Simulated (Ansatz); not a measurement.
## SnO under changes of volume

One of the cells (17.769 Å³/atom); the others are scaled copies at fixed shape and fractional positions:

```
Sn O
1.0
     3.81370    0.00000    0.00000
     0.00000    3.81370    0.00000
     0.00000    0.00000    4.88691
Sn O
2 2
Direct
  0.50000 0.00000 0.76463
  0.00000 0.50000 0.23537
  0.00000 0.00000 0.00000
  0.50000 0.50000 0.00000
```

The cell is a database's computed one.

```yaml
Program: Ansatz 0.2.0
Functional: PBE
Potentials_or_basis: Ansatz PAW
Cutoff: "420 eV (not typed: the program's choice for these potentials)"
k_mesh: 7 × 7 × 6
Occupations: fermi-dirac, width 0.05 eV
Spin: no spin polarisation
```

```tsv
volume (Å³/atom)	energy over the lowest point (meV/atom)	pressure (GPa)	gap on the mesh (eV)	largest force (eV/Å)
16.703	53.94	10.6	0.14	1.322
17.058	?	?	?	?
17.414	18.02	5.7	0.30	0.663
17.769	7.72	3.6	0.37	0.371
18.125	1.83	1.7	0.44	0.101
18.480	0.00	0.0	0.51	0.150
18.835	1.71	-1.5	0.57	0.384
```

Q: What does the run at 17.058 Å³/atom give?

A: Energy over the lowest point 33.24 meV/atom; pressure 8.0 GPa; gap on the mesh 0.22 eV; largest force 0.978 eV/Å.

Worked out: A Birch-Murnaghan fit of order 3 (a polynomial in V^(-2/3)) to the other rows has its minimum at 18.48 Å³/atom with B0 = V·E''(V) = 84 GPa and B' = 4.4 at fixed shape and positions, which overstates the stiffness. It gives 33.27 meV/atom at 17.058 Å³/atom, against the run's 33.24, and -dE/dV = 8.1 GPa, against 8.0. A straight line through the other rows of the gap, of slope 3.58 eV per unit of ln V, gives 0.22 eV, against the run's 0.22.

Energies are extrapolated to zero smearing.

Caveats: odd divisions of the mesh miss points on the zone boundary, where band edges often lie, so the gap on the mesh can be too wide; spin-orbit coupling is left out, which moves the levels of the heavy elements; forces of over 1 eV/Å show positions far from the minimum, so gaps and moduli don't describe the material at rest (some runs).

A mesh can miss the band edges.
